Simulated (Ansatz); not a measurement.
**SiC (P6_3mc), frozen normal mode**

Computed with DFT r2SCAN, scalar-relativistic, plane waves, PAW (Ansatz 0.2.0). Cutoff 500 eV, Γ-centred 12×12×6 k-points, Gaussian smearing of 0.05 eV. No spin polarisation. Energies are free energies at this smearing, counted from the undisturbed cell; pressure is positive in compression.

Reference structure (as given, not relaxed at this level; it stands at 0.2 GPa):

```yaml
crystal:
  lattice:
    - [3.07600, 0.00000, 0.00000]
    - [-1.53800, 2.66389, 0.00000]
    - [0.00000, 0.00000, 5.04800]
  atoms:
    - { symbol: Si, position: [0.33333, 0.66667, 0.00000] }
    - { symbol: Si, position: [0.66667, 0.33333, 0.50000] }
    - { symbol: C, position: [0.33333, 0.66667, 0.38500] }
    - { symbol: C, position: [0.66667, 0.33333, 0.88500] }
```

A zone-centre mode of this cell is frozen in: each atom moves by x times its row below, so x is the largest displacement.
```
atom ux uy uz
 Si1  0.000   1.000  0.000
 Si2  0.000  -1.000  0.000
  C3  0.000  -0.900  0.000
  C4  0.000   0.900  0.000
```

```csv
x (Å),ΔE (meV/cell)
-0.3000,888.4
-0.2250,506.7
-0.1500,228.3
-0.0750,57.9
0.0000,0.0
0.0750,59.5
0.1500,240.0
0.2250,540.6
0.2625,733.5
0.3000,952.1
```

(1) Predict the force along the mode (eV/Å) at each point.

Results:

(1)
| x (Å) | force along the mode (eV/Å) |
| --- | --- |
| -0.3000 | 5.75 |
| -0.2250 | 4.41 |
| -0.1500 | 3.00 |
| -0.0750 | 1.53 |
| 0.0000 | 0.00 |
| 0.0750 | -1.59 |
| 0.1500 | -3.22 |
| 0.2250 | -4.78 |
| 0.2625 | -5.50 |
| 0.3000 | -6.15 |